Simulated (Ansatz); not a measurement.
The system is NbAs.

```
CELL_PARAMETERS angstrom
-1.72585 1.72585 5.84000
1.72585 -1.72585 5.84000
1.72585 1.72585 -5.84000
ATOMIC_POSITIONS crystal
Nb 0.50000 0.00000 0.50000
Nb 0.75000 0.75000 0.00000
As 0.91600 0.41600 0.50000
As 0.16600 0.16600 0.00000
```

| Property | Result |
| --- | --- |
| Program | Ansatz 0.2.0 |
| Task | relaxation of cell and atoms |
| Functional | revPBE |
| Dispersion | D4 |
| Potentials or basis | Ansatz PAW |
| Cutoff | 420 eV (not typed: the program's choice for these potentials) |
| k mesh | 11 × 11 × 11 |
| Occupations | fermi-dirac, width 0.05 eV |
| Spin | no spin polarisation |

At the start: volume 17.39 Å³/atom.

Q: Where does the relaxation end?

A: It ends after 5 steps and the volume is 17.23 Å³/atom (-0.9 %); space group I4_1md (No. 109, to 0.05 Å).

The path:
```tsv
step	energy change (eV)	largest force (eV/Å)	volume (Å³)
1	0.0000	0.3006	69.58
2	-0.0031	0.1697	68.18
3	-0.0117	0.0096	68.96
4	-0.0117	0.0010	68.93
5	-0.0116	0.0010	68.93
```

Final structure:
```
Nb As
1.0
    -1.72418    1.72418    5.79714
     1.72418   -1.72418    5.79714
     1.72418    1.72418   -5.79714
Nb As
2 2
Direct
  0.49865 0.99865 0.50000
  0.74865 0.74865 0.00000
  0.91735 0.41735 0.50000
  0.16735 0.16735 0.00000
```

Caveat: the plane-wave basis is chosen anew once the cell has moved, so the energies of steps on either side of that aren't comparable; the PAW data sets come from PBE, with cores solved anew for the run's functional, which leaves a small shift of forces and pressure.
